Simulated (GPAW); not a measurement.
# MnS (F-43m) in GPAW: settings compared

The runs below take MnS through band structure, with PBEsol, PBEsol+U.

All numbers are computed with GPAW 26.7.0; they aren't measurements. Logs are shortened: lines on timing, memory, paths and dates and some standing lists are left out, and cuts for length are marked. The log counts tension as positive stress, the text compression.

## (1) The structure

Symmetry: F-43m, No. 216, cubic system. The conventional cell has a = 4.947 Å, b = 4.947 Å, c = 4.947 Å, α = 90.00°, β = 90.00°, γ = 90.00°. Mn (site symmetry -43m) has 4 S at 2.14 Å as nearest neighbours. Around S (site symmetry -43m) lie 4 Mn at 2.14 Å.

The cell is a database's computed one.

## (2) Band structure, PBEsol, collinear spin, ferromagnetic start

run.py

```python
from ase import Atoms
from ase.dft.bandgap import bandgap
from ase.io import write
from ase.units import GPa
from gpaw import GPAW, PW, setup_paths

setup_paths.insert(0, '.')

atoms = Atoms(['Mn', 'S'],
              cell=[[0.0, 2.4734634191, 2.4734634191],
                    [2.4734634191, 0.0, 2.4734634191],
                    [2.4734634191, 2.4734634191, 0.0]],
              scaled_positions=[[0.0, 0.0, 0.0],
                                [0.75, 0.75, 0.75]],
              pbc=True)
atoms.set_initial_magnetic_moments([4.0, 0.0])

calc = GPAW(mode=PW(600),
            xc='PBEsol',
            kpts={'size': (9, 9, 9), 'gamma': True},
            occupations={'name': 'fermi-dirac', 'width': 0.05},
            nbands=21,
            convergence={'density': 1e-05, 'energy': 1e-05},
            maxiter=150,
            txt='gpaw.txt')
atoms.calc = calc
energy = atoms.get_potential_energy()
forces = atoms.get_forces()
stress = atoms.get_stress()
calc.write('gs.gpw')
write('result.traj', atoms)
print(f'Energy: {energy:.6f} eV')
print('Forces (eV/A):')
print(forces.round(4))
print('Stress (GPa):', (stress / GPa).round(3))
print('Moments:', calc.get_magnetic_moments().round(3))
print('Fermi level:', round(calc.get_fermi_level(), 4), 'eV')
print(f'Gap: {bandgap(calc)[0]:.4f} eV, direct: {bandgap(calc, direct=True)[0]:.4f} eV')

path = atoms.cell.bandpath('GXWKGLUWLK,UX', npoints=100, eps=1e-4)
bs_calc = calc.fixed_density(kpts=path, symmetry='off', nbands=32,
                             convergence={'bands': 'CBM+6.0', 'eigenstates': 1e-6}, txt='bands.txt')
bs = bs_calc.band_structure()
bs.write('bs.json')
print(f'Gap on the path: {bandgap(bs_calc)[0]:.4f} eV')
```

Potentials or basis: PAW data sets generated in the run's folder for this functional, pw.

Command:

```bash
gpaw-setup -f PBEsol Mn S
OMP_NUM_THREADS=1 python run.py
```

gpaw.txt:

```text
__  _  _
 | _ |_)|_||  |
 |__||  | ||/\| - 26.7.0

Input parameters:
  mode=PW(ecut=600.0),
  convergence={'density': 1e-05, 'energy': 1e-05},
  kpts=MonkhorstPack(size=(9, 9, 9), gamma=True),
  maxiter=150,
  nbands=21,
  occupations=Occupations(name='fermi-dirac', width=0.05),
  xc=XC(name='PBEsol')

Diagonalizing LCAO Hamiltonian
Converting LCAO to pw mode

                   S

       Mn

Atoms  # Å, Bohr magnetons
|   | symbol |        x |        y |        z |    initial magnetic moments |
|---|--------|----------|----------|----------|-----------------------------|
| 0 |     Mn | 0.000000 | 0.000000 | 0.000000 | ( 0.0000,  0.0000,  4.0000) |
| 1 |      S | 3.710195 | 3.710195 | 3.710195 | ( 0.0000,  0.0000,  0.0000) |

Unit cell  # Å
| periodic |        x |        y |        z |  lengths |    angles |
|----------|----------|----------|----------|----------|-----------|
|      yes | 0.000000 | 2.473463 | 2.473463 | 3.498006 | 60.000000 |
|      yes | 2.473463 | 0.000000 | 2.473463 | 3.498006 | 60.000000 |
|      yes | 2.473463 | 2.473463 | 0.000000 | 3.498006 | 60.000000 |

Number of symmetries: 24
Symmetry operations  # r_c * U_cc + t_c -> r_c
|    | kind |            matrix            |
|----|------|------------------------------|
|  0 |  E   |  1, 0, 0,  0, 1, 0,  0, 0, 1 |
|  1 |  σ   |  1, 0, 0,  0, 0, 1,  0, 1, 0 |
|  2 |  σ   |  1, 0,-1,  0, 1,-1,  0, 0,-1 |
|  3 |  C3  |  1, 0,-1,  0, 0,-1,  0, 1,-1 |
|  4 |  C3  |  1,-1, 0,  0,-1, 1,  0,-1, 0 |
|  5 |  σ   |  1,-1, 0,  0,-1, 0,  0,-1, 1 |
|  6 |  σ   |  0, 1, 0,  1, 0, 0,  0, 0, 1 |
|  7 |  C3  |  0, 1, 0,  0, 0, 1,  1, 0, 0 |
|  8 |  C2  |  0, 1,-1,  1, 0,-1,  0, 0,-1 |
|  9 |  S4  |  0, 1,-1,  0, 0,-1,  1, 0,-1 |
| 10 |  C3  |  0, 0, 1,  1, 0, 0,  0, 1, 0 |
| 11 |  σ   |  0, 0, 1,  0, 1, 0,  1, 0, 0 |
| 12 |  S4  |  0, 0,-1,  1, 0,-1,  0, 1,-1 |
| 13 |  C3  |  0, 0,-1,  0, 1,-1,  1, 0,-1 |
| 14 |  S4  |  0,-1, 1,  1,-1, 0,  0,-1, 0 |
| 15 |  C2  |  0,-1, 1,  0,-1, 0,  1,-1, 0 |
| 16 |  C3  |  0,-1, 0,  1,-1, 0,  0,-1, 1 |
| 17 |  S4  |  0,-1, 0,  0,-1, 1,  1,-1, 0 |
| 18 |  S4  | -1, 1, 0, -1, 0, 1, -1, 0, 0 |
| 19 |  C3  | -1, 1, 0, -1, 0, 0, -1, 0, 1 |
| 20 |  C3  | -1, 0, 1, -1, 1, 0, -1, 0, 0 |
| 21 |  S4  | -1, 0, 1, -1, 0, 0, -1, 1, 0 |
| 22 |  σ   | -1, 0, 0, -1, 1, 0, -1, 0, 1 |
| 23 |  C2  | -1, 0, 0, -1, 0, 1, -1, 1, 0 |

BZ-sampling:
  Number of BZ points: 729
  Number of IBZ points: 35

  Monkhorst-Pack size: [9, 9, 9]
  Monkhorst-Pack shift: [0, 0, 0]

K-points  # in reciprocal-cell coordinates
|     |                                coordinates |     weight |
|-----|--------------------------------------------|------------|
|   0 | (  0.00000000,   0.00000000,   0.00000000) | 0.00137174 |
|   1 | (  0.11111111,   0.11111111,   0.00000000) | 0.00823045 |
|   2 | (  0.11111111,   0.11111111,   0.11111111) | 0.01097394 |
|   3 | (  0.22222222,   0.11111111,   0.11111111) | 0.01646091 |
|   4 | (  0.22222222,   0.22222222,   0.00000000) | 0.00823045 |
|   5 | (  0.22222222,   0.22222222,   0.11111111) | 0.03292181 |
|   6 | (  0.22222222,   0.22222222,   0.22222222) | 0.01097394 |
|   7 | (  0.33333333,   0.22222222,   0.11111111) | 0.03292181 |
|   8 | (  0.33333333,   0.22222222,   0.22222222) | 0.03292181 |
|   9 | (  0.33333333,   0.33333333,  -0.33333333) | 0.01646091 |
| ... |                                            |            |
|  34 | (  0.44444444,   0.44444444,   0.44444444) | 0.01097394 |

Plane wave coefficients: 1022
Cutoff: 600.0 eV

Spin-components: 2 (collinear spins)
Bands:           21
Projectors:      11
Spin-degeneracy: 1
Datatype:        complex128

Parallelization:
  kpt:    1
  domain: 1
  band:   1

Density:
  Valence electrons: 21.0
  Components: 2
  Grid points: [20 20 20]
  Charge: 0.0  # |e|

Potential:
  Grid points: [20 20 20]

species:
  Mn:
    name:    Manganese
    Z:       25.0
    valence: 15
    core:    10
    charge:  0.0  # [|e|]
    compensation charges:
      type: gauss
      rc: 0.38  # [Å]
      lmax: 2
    cutoffs:
      filter: 2.14  # [Å]
      core: 0.86  # [Å]
    projectors
    | kind |    occ | energy [eV] | rcut [Å] |
    |------|--------|-------------|----------|
    |   3s |  2.000 |     -85.624 |    1.275 |
    |   4s |  2.000 |      -5.124 |    1.275 |
    |   3p |  6.000 |     -54.486 |    1.281 |
    |   4p |  0.000 |      -1.348 |    1.281 |
    |   3d |  5.000 |      -6.794 |    1.138 |
    |    d |        |      20.417 |    1.138 |

    Using partial waves for Mn as LCAO basis

  S:
    name:    Sulfur
    Z:       16.0
    valence: 6
    core:    10
    charge:  0.0  # [|e|]
    compensation charges:
      type: gauss
      rc: 0.24  # [Å]
      lmax: 2
    cutoffs:
      filter: 1.77  # [Å]
      core: 1.66  # [Å]
    projectors
    | kind |    occ | energy [eV] | rcut [Å] |
    |------|--------|-------------|----------|
    |   3s |  2.000 |     -17.192 |    0.974 |
    |   3p |  4.000 |      -6.978 |    0.979 |
    |    s |        |      10.020 |    0.974 |
    |    p |        |      20.234 |    0.979 |
    |    d |        |       0.000 |    0.900 |

    Using partial waves for S as LCAO basis

Reference energy: -42323.512009  # eV

eigensolver:
[... 26 lines left out ...]
convergence criteria:
- Maximum integral of absolute [dens]ity change: 1e-05 electrons / valence electron
- Maximum [total energy] change in last 3 cyles: 1e-05 eV / valence electron
- Maximum integral of absolute [eigenst]ate change: 4e-08 eV^2 / valence electron
maximum number of iterations: 150

SCF iterations
|iter     | |      energy | eigst |  dens |  magmom |
|---------|-|-------------|-------|-------|---------|
|iter:   1| |  -14.932600 | +0.31 |       |  +4.0037|
|iter:   2| |  -14.923902 | -1.75 | -1.05 |  +3.9623|
|iter:   3| |  -15.168331 | -2.09 | -1.08 |  +3.2855|
|iter:   4| |  -15.128842 | -2.12 | -1.18 |  +2.8203|
|iter:   5| |  -15.164959 | -2.88 | -1.45 |  +2.3888|
|iter:   6| |  -15.228468 | -3.06 | -1.61 |  +1.8135|
|iter:   7| |  -15.343323 | -2.97 | -1.65 |  +0.8689|
|iter:   8| |   -6.503125 | +0.85 | -1.62 |  -6.8723|
|iter:   9| |  -15.343128 | +0.54 | -0.74 |  -5.4508|
|iter:  10| |  -15.364879 | -0.18 | -0.88 |  -0.7488|
|iter:  11| |  -15.400762 | -2.54 | -1.83 |  -0.0226|
|iter:  12| |  -15.401430 | -3.53 | -2.19 |  +0.3860|
|iter:  13| |  -15.402501 | -4.96 | -2.14 |  +0.3227|
|iter:  14| |  -15.399194 | -4.76 | -2.21 |  +0.4041|
|iter:  15| |  -15.401706 | -4.11 | -2.20 |  +0.2520|
|iter:  16| |  -15.401696 | -4.90 | -2.68 |  +0.2944|
|iter:  17| |  -15.401782c| -5.20 | -2.49 |  +0.2501|
|iter:  18| |  -15.401741c| -5.54 | -2.87 |  +0.2504|
|iter:  19| |  -15.401700c| -6.10 | -3.35 |  +0.2283|
|iter:  20| |  -15.401676c| -6.65 | -3.83 |  +0.2259|
|iter:  21| |  -15.401649c| -6.95 | -4.11 |  +0.2238|
|iter:  22| |  -15.401643c| -7.83c| -4.45 |  +0.2229|
|iter:  23| |  -15.401633c| -8.01c| -4.81 |  +0.2219|
|iter:  24| |  -15.401632c| -8.81c| -5.52c|  +0.2218|

Converged in 24 steps
Energy contributions relative to reference atoms: (reference = -42323.512009)

Energy contributions:
  Kinetic:           4.929322
  Coulomb:          -3.918369
  Zero:              0.241112
  External:          0.000000
  Xc:              -16.643632
  Entropy:          -0.020129
  Spinorbit:         0.000000
  ----------------------------
  Free energy:     -15.411696
  Extrapolated:    -15.401632

dipole moment: (-7.738411, -7.738411, -7.738411)  # |e|*Ang

Total magnetic moment: (0.000000, 0.000000, 0.221765)

Local magnetic moments
|        x |        y |         z |
|----------|----------|-----------|
| 0.000000 | 0.000000 |  0.210337 |  # Mn   0
| 0.000000 | 0.000000 | -0.004144 |  # S    1

Fermi level: 7.753
Eigenvalues  # (at kpt = [0.000, 0.000, 0.000])
| band index |      eig [eV] | occ [0-1] |      eig [eV] | occ [0-1] |
|------------|---------------|-----------|---------------|-----------|
|          0 |       -70.916 |     1.000 |       -70.699 |     1.000 |
|        ... |               |           |               |           |
|          2 |       -39.886 |     1.000 |       -39.674 |     1.000 |
|          3 |       -39.886 |     1.000 |       -39.674 |     1.000 |
|          4 |        -7.529 |     1.000 |        -7.519 |     1.000 |
|          5 |         3.028 |     1.000 |         3.082 |     1.000 |
|          6 |         3.028 |     1.000 |         3.082 |     1.000 |
|          7 |         3.028 |     1.000 |         3.082 |     1.000 |
[... 8 lines left out ...]
|         16 |        15.494 |     0.000 |        15.545 |     0.000 |
|         17 |        20.997 |     0.000 |        21.061 |     0.000 |
|        ... |               |           |               |           |
|         20 |        23.879 |     0.000 |        23.914 |     0.000 |

No gap
No difference between direct/indirect transitions

Forces  # eV/Ang
|        x |        y |        z |
|----------|----------|----------|
|  0.00000 | -0.00000 |  0.00000 |  # Mn   0
| -0.00000 |  0.00000 | -0.00000 |  # S    1

Stress tensor  # eV/Ang^3
|         x |         y |        z |
|-----------|-----------|----------|
|  0.014300 | -0.000000 | 0.000000 |
| -0.000000 |  0.014300 | 0.000000 |
|  0.000000 |  0.000000 | 0.014300 |

# Writing to gs.gpw (mode='')
```

Wall time 1.7 min (1 thread of Arm Neoverse V1, shared host); peak memory 0.32 GiB.

What came out:

* Free energy: -15.4117 eV
* Pressure: -2.3 GPa
* Band gap along the path: none (metal or under the smearing width)
* Net moment: 0.22 μB per cell
* Site moments: Mn +0.21; S -0.00 μB

Levels at the corners of the path, in eV from the Fermi level:
Spin up:
```csv
point,band 8,band 9,band 10,band 11,band 12,band 13,band 14
Γ,-4.73,-0.88,-0.88,3.64,3.74,3.74,3.74
X,-4.08,-1.82,-0.28,-0.21,0.20,0.20,5.53
W,-4.22,-1.90,-1.04,-0.21,0.45,1.29,7.07
K,-4.16,-1.79,-0.66,-0.40,0.72,1.00,6.01
Γ,-4.73,-0.88,-0.88,3.64,3.74,3.74,3.74
L,-4.45,-0.62,-0.62,-0.39,1.91,1.91,5.36
U,-4.16,-1.79,-0.66,-0.40,0.72,1.00,6.01
W,-4.22,-1.90,-1.04,-0.21,0.45,1.29,7.07
L,-4.45,-0.62,-0.62,-0.39,1.91,1.91,5.36
K,-4.16,-1.79,-0.66,-0.40,0.72,1.00,6.01
U,-4.16,-1.79,-0.66,-0.40,0.72,1.00,6.01
X,-4.08,-1.82,-0.28,-0.21,0.20,0.20,5.53
```
Spin down:
| point | band 8 | band 9 | band 10 | band 11 | band 12 | band 13 |
| --- | --- | --- | --- | --- | --- | --- |
| Γ | -4.67 | -0.64 | -0.64 | 3.66 | 3.83 | 3.83 |
| X | -4.05 | -1.73 | -0.08 | 0.06 | 0.32 | 0.32 |
| W | -4.20 | -1.80 | -0.88 | 0.04 | 0.59 | 1.49 |
| K | -4.12 | -1.68 | -0.45 | -0.24 | 0.90 | 1.17 |
| Γ | -4.67 | -0.64 | -0.64 | 3.66 | 3.83 | 3.83 |
| L | -4.39 | -0.39 | -0.39 | -0.26 | 2.01 | 2.01 |
| U | -4.12 | -1.68 | -0.45 | -0.24 | 0.90 | 1.17 |
| W | -4.20 | -1.80 | -0.88 | 0.04 | 0.59 | 1.49 |
| L | -4.39 | -0.39 | -0.39 | -0.26 | 2.01 | 2.01 |
| K | -4.12 | -1.68 | -0.45 | -0.24 | 0.90 | 1.17 |
| U | -4.12 | -1.68 | -0.45 | -0.24 | 0.90 | 1.17 |
| X | -4.05 | -1.73 | -0.08 | 0.06 | 0.32 | 0.32 |

Caveat: the moment fell far below its start of 4 μB, so a state of higher moment may lie lower in energy; semilocal functionals often make such compounds metallic where correlation or magnetic order opens a gap, which also shifts bond lengths.

## (3) Band structure, PBEsol+U, collinear spin, ferromagnetic start

Edit run.py of step 2 so:

```diff
@@ -21,2 +21,3 @@
             occupations={'name': 'fermi-dirac', 'width': 0.05},
+            setups={'Mn': ':d,1.0'},
             nbands=21,
```

Potentials or basis: PAW data sets generated in the run's folder for this functional, pw.

Command:

```bash
gpaw-setup -f PBEsol Mn S
OMP_NUM_THREADS=1 python run.py
```

It took 74 s on 1 thread of Arm Neoverse V1, shared host; peak memory 0.32 GiB.

It converged, with:

* Free energy: -14.2475 eV
* Pressure: 21.1 GPa
* Band gap along the path: none (metal or under the smearing width)
* Net moment: 3.06 μB per cell
* Site moments: Mn +2.88; S -0.03 μB

Levels at the corners of the path, in eV from the Fermi level:
Spin up:
| point | band 9 | band 10 | band 11 | band 12 | band 13 | band 14 | band 15 |
| --- | --- | --- | --- | --- | --- | --- | --- |
| Γ | -3.09 | -3.09 | 2.38 | 2.38 | 2.38 | 3.02 | 6.89 |
| X | -3.34 | -2.55 | -2.17 | -1.54 | -1.54 | 4.30 | 5.58 |
| W | -3.50 | -3.01 | -2.43 | -1.52 | -0.69 | 6.16 | 8.38 |
| K | -3.52 | -2.82 | -2.24 | -1.31 | -0.74 | 4.92 | 7.43 |
| Γ | -3.09 | -3.09 | 2.38 | 2.38 | 2.38 | 3.02 | 6.89 |
| L | -2.80 | -2.80 | -2.26 | 0.54 | 0.54 | 4.57 | 7.55 |
| U | -3.52 | -2.82 | -2.24 | -1.31 | -0.74 | 4.92 | 7.43 |
| W | -3.50 | -3.01 | -2.43 | -1.52 | -0.69 | 6.16 | 8.38 |
| L | -2.80 | -2.80 | -2.26 | 0.54 | 0.54 | 4.57 | 7.55 |
| K | -3.52 | -2.82 | -2.24 | -1.31 | -0.74 | 4.92 | 7.43 |
| U | -3.52 | -2.82 | -2.24 | -1.31 | -0.74 | 4.92 | 7.43 |
| X | -3.34 | -2.55 | -2.17 | -1.54 | -1.54 | 4.30 | 5.58 |
Spin down:
```csv
point,band 7,band 8,band 9,band 10,band 11,band 12
Γ,-4.67,-4.67,0.32,0.32,3.30,4.33
X,-4.29,-4.29,-1.50,0.57,1.04,1.04
W,-5.57,-4.52,-1.39,-0.14,1.07,1.41
K,-5.34,-4.28,-1.24,0.41,0.43,1.83
Γ,-4.67,-4.67,0.32,0.32,3.30,4.33
L,-4.42,-4.42,0.40,0.56,0.56,2.45
U,-5.34,-4.28,-1.24,0.41,0.43,1.83
W,-5.57,-4.52,-1.39,-0.14,1.07,1.41
L,-4.42,-4.42,0.40,0.56,0.56,2.45
K,-5.34,-4.28,-1.24,0.41,0.43,1.83
U,-5.34,-4.28,-1.24,0.41,0.43,1.83
X,-4.29,-4.29,-1.50,0.57,1.04,1.04
```

Caveat: a cell with one magnetic atom can't hold antiferromagnetic order, which such compounds often take. The state reached can hang on the start; a lower one may exist.
